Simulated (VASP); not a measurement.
## Cd under changes of volume

One of the cells (22.264 Å³/atom); the others are scaled copies at fixed shape and fractional positions:

```
Cd
1.0
     0.00000    2.23284    2.23284
     2.23284    0.00000    2.23284
     2.23284    2.23284    0.00000
Cd
1
Cartesian
  0.0000 0.0000 0.0000
```

This isn't the form of Cd at room conditions, which is hcp.

- Program: VASP 6.6.1
- Functional: PBE
- Potentials or basis: VASP PAW PBE potentials, release 64 (Cd)
- Cutoff: 520 eV
- k mesh: 10 × 10 × 10
- Occupations: fermi-dirac, width 0.05 eV
- Spin: no spin polarisation

| volume (Å³/atom) | energy over the lowest point (meV/atom) | pressure (GPa) |
| --- | --- | --- |
| 20.518 | ? | ? |
| 20.954 | 30.45 | 5.1 |
| 21.391 | 18.21 | 3.8 |
| 22.264 | 3.55 | 1.5 |
| 22.701 | 0.54 | 0.6 |
| 23.137 | 0.00 | -0.2 |

**Question.** What does the run at 20.518 Å³/atom give?

**Answer.** Energy over the lowest point 46.41 meV/atom; pressure 6.6 GPa.

Worked out: A Birch-Murnaghan fit of order 3 (a polynomial in V^(-2/3)) to the other rows has its minimum at 23.02 Å³/atom with B0 = V·E''(V) = 45 GPa and B' = 4.2. It gives 46.41 meV/atom at 20.518 Å³/atom, against the run's 46.41, and -dE/dV = 6.6 GPa, against 6.6.

Energies are extrapolated to zero smearing.
